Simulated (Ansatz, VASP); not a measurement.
HfN: VASP beside Ansatz

The input INCAR:

```
SYSTEM = HfN
PREC     = Accurate       ! precision mode
ENCUT    = 520            ! plane-wave cutoff, eV
EDIFF    = 1E-6           ! SCF threshold, eV
ISMEAR   = -1             ! smearing method
SIGMA    = 0.05           ! smearing width, eV
LREAL    = .FALSE.        ! projectors in reciprocal space
LASPH    = .TRUE.         ! aspherical terms in the spheres
NELM     = 100            ! most SCF steps
ALGO     = Normal         ! electronic algorithm
ISIF     = 2              ! what is computed and relaxed
LWAVE    = .FALSE.        ! write WAVECAR
LCHARG   = .FALSE.        ! write CHGCAR
NBANDS   = 14             ! bands
```

The input KPOINTS:

```
regular mesh
0
G
  9 9 9
  0 0 0
```

The input POSCAR:

```
HfN
1.0
    0.0000000000      2.4216446627      2.4216446627
    2.4216446627      0.0000000000      2.4216446627
    2.4216446627      2.4216446627      0.0000000000
Hf N
1 1
Direct
    0.0000000000      0.0000000000      0.0000000000
    0.2500000000      0.2500000000      0.2500000000
```

Contents of input.yaml:

```yaml
crystal:
  lattice:
    - [0.0, 2.4216446627, 2.4216446627]
    - [2.4216446627, 0.0, 2.4216446627]
    - [2.4216446627, 2.4216446627, 0.0]
  atoms:
    - { symbol: Hf, position: [0.0, 0.0, 0.0] }
    - { symbol: "N", position: [0.25, 0.25, 0.25] }
kpoints:
  mp_grid: { grid: [9, 9, 9] }
scf:
  occupations: { method: fermi_dirac, width: 0.05 }
hamiltonian:
  xc: lda
  pseudopotentials: { kind: all_electron, lapw: { basis_error: 0.001 } }
output:
  forces: true
  stress: true
  eigenvalues: true
```

Change from the starting cell: volume scaled by 0.96.

Alike in both runs: task single point; functional LDA; k mesh 9 × 9 × 9; occupations fermi-dirac, width 0.05 eV; no spin polarisation.

|  | VASP | Ansatz |
| --- | --- | --- |
| version | VASP 6.6.1 | Ansatz 0.2.0 |
| potentials or method | VASP PAW LDA potentials, release 64 (Hf_pv, N) | all-electron LAPW, scalar-relativistic |
| plane-wave cutoff (eV) | 520 | see its input |

Ansatz gave:

* gap on the k mesh at the Fermi level (eV): none
* pressure (GPa): -1.8

Task: Which values does VASP return?

Result: gap on the k mesh at the Fermi level (eV): none; pressure (GPa): -2.1.

A gap of «none» marks a metal or a gap that the smearing closes. Ansatz ran all-electron here, so the differences hold the error of VASP's frozen core and of both bases.

Spin-orbit coupling is left out, which matters for the levels of Hf.
